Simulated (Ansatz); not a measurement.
Sb:

```
Sb
1.0
     3.35453    0.00000    0.00000
    -1.67727    2.90511    0.00000
     0.00000    0.00000    5.47016
Sb
2
Direct
  0.66667 0.33333 0.75000
  0.33333 0.66667 0.25000
```

This isn't the form of Sb at room conditions, which is rhombohedral.

- Program: Ansatz 0.2.0
- Task: relaxation of cell and atoms
- Functional: BLYP
- Dispersion: D4
- Potentials or basis: Ansatz PAW
- Cutoff: 420 eV (not typed: the program's choice for these potentials)
- k mesh: 9 × 9 × 5
- Occupations: fermi-dirac, width 0.05 eV
- Spin: no spin polarisation

At the start: volume 26.65 Å³/atom.

How do energy, volume and symmetry change on relaxing?

It ends after 11 steps and the volume is 27.33 Å³/atom (+2.5 %); space group P6_3/mmc (No. 194, to 0.05 Å).

Step by step:
| step | energy change (eV) | largest force (eV/Å) | volume (Å³) |
| --- | --- | --- | --- |
| 1 | 0.0000 | 0.0000 | 53.31 |
| 2 | -0.0034 | 0.0000 | 54.91 |
| 3 | -0.0044 | 0.0000 | 54.46 |
| 4 | -0.0047 | 0.0000 | 54.38 |
| 5 | -0.0059 | 0.0000 | 54.12 |
| 6 | -0.0079 | 0.0000 | 53.75 |
| 7 | -0.0102 | 0.0000 | 54.75 |
| 8 | -0.0117 | 0.0000 | 54.70 |
| 9 | -0.0117 | 0.0000 | 54.66 |
| 10 | -0.0117 | 0.0000 | 54.66 |
| 11 | -0.0120 | 0.0000 | 54.66 |

Final structure:
```xyz
2
Lattice="3.4929 0.0000 0.0000 -1.7464 3.0249 0.0000 0.0000 0.0000 5.1731" Properties=species:S:1:pos:R:3 pbc="T T T"
Sb    1.7464    1.0083    3.8798
Sb    0.0000    2.0166    1.2933
```

Caveat: the plane-wave basis is chosen anew once the cell has moved, so the energies of steps on either side of that aren't comparable; pairwise dispersion overbinds metals, which lowers pressure and volume; the PAW data sets come from PBE, with cores solved anew for the run's functional, which leaves a small shift of forces and pressure.
